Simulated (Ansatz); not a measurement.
**Computed against measured: atomisation enthalpy at 298 K**

6 molecules holding an element from Na to Cl; the atomisation enthalpy at 298 K in kJ/mol, computed less measured. Shapes, held fixed at every level: PBE0-D4/def2-TZVP. Flexible molecules stand in one conformer, not always the lowest. Thermal terms are harmonic and unscaled (PBE/def2-SVP, PBE0-D4/def2-TZVP); the spin-orbit lowering of the free atoms is taken from their spectra. Programs: Ansatz 0.2.0. Measured values: Active Thermochemical Tables, CRC Handbook of Chemistry and Physics, NIST-JANAF tables.

Levels: A = HF/def2-TZVPP; B = PBE-D4/def2-TZVPP; C = r2SCAN-D4/def2-TZVPP.

```json
{"molecule": "SO2 (sulfur dioxide)", "from tabulated heats": "1072", "A": "-640", "B": "+81", "C": "+2"}
{"molecule": "C2H3ClO (acetyl chloride)", "from tabulated heats": "2700", "A": "-833", "B": "+111", "C": "+24"}
{"molecule": "SiH3(SiH3)", "from tabulated heats": "2128", "A": "-477", "B": "-30", "C": "+12"}
{"molecule": "C2H6O3S (dimethyl sulfite)", "from tabulated heats": "4250", "A": "-1534", "B": "+142", "C": "+11"}
{"molecule": "C3H8S (1-propanethiol)", "from tabulated heats": "4239", "A": "-1110", "B": "+77", "C": "+13"}
{"molecule": "C3H8S2 (1,3-propanedithiol)", "from tabulated heats": "4478", "A": "-1257", "B": "+90", "C": "+11"}
```

Question: Sum up the errors.

Answer: 
```tsv
level	kind	mean error	mean absolute error	worst case
HF/def2-TZVPP	Hartree–Fock	-975.2	975.2	C2H6O3S
PBE-D4/def2-TZVPP	GGA	+78.5	88.5	C2H6O3S
r2SCAN-D4/def2-TZVPP	meta-GGA	+12.2	12.2	C2H3ClO
```

On this set r2SCAN-D4/def2-TZVPP has the smallest mean absolute error and HF/def2-TZVPP the largest. HF/def2-TZVPP is too low in 6 of 6; PBE-D4/def2-TZVPP is too high in 5 of 6; r2SCAN-D4/def2-TZVPP is too high in 6 of 6. Heats of the atoms come from ATcT where it has them. The tabulated value of SiH3(SiH3) is in doubt (older tables, estimates, or at odds with other calculations) and kept here. Over the 5 molecules whose values aren't doubted the mean absolute errors are A 1074.8; B 100.2; C 12.2. For HF/def2-TZVPP the error tends to grow with the atomisation enthalpy. Hartree–Fock lacks correlation and underbinds. The set is small.

The Hartree–Fock deficit follows the kind of bonding as well as molecular size. Dimethyl sulfite and 1-propanethiol have almost equal atomisation enthalpies, 4250 and 4239 kJ/mol, yet their errors are -1534 and -1110. In SO2 more than half the binding is missing. Electron pairs crowded into short, polar S–O bonds and neighbouring lone pairs gain much correlation energy that the separated atoms lack.

PBE recovers this energy but overshoots for every molecule except disilane, whose opposite sign doesn't settle how the functional treats Si–H and Si–Si bonds. r2SCAN also uses the kinetic-energy density, which lets it tell single-orbital regions from slowly varying and overlapping densities, and this probably explains much of its better balance between molecule and free atoms.

Its near-exact result for SO2 may owe something to cancellation: sulfur bound to oxygen needs tight d functions for polarisation, and a shortage of them in the basis would lower the binding and offset a remaining overbinding by the functional.
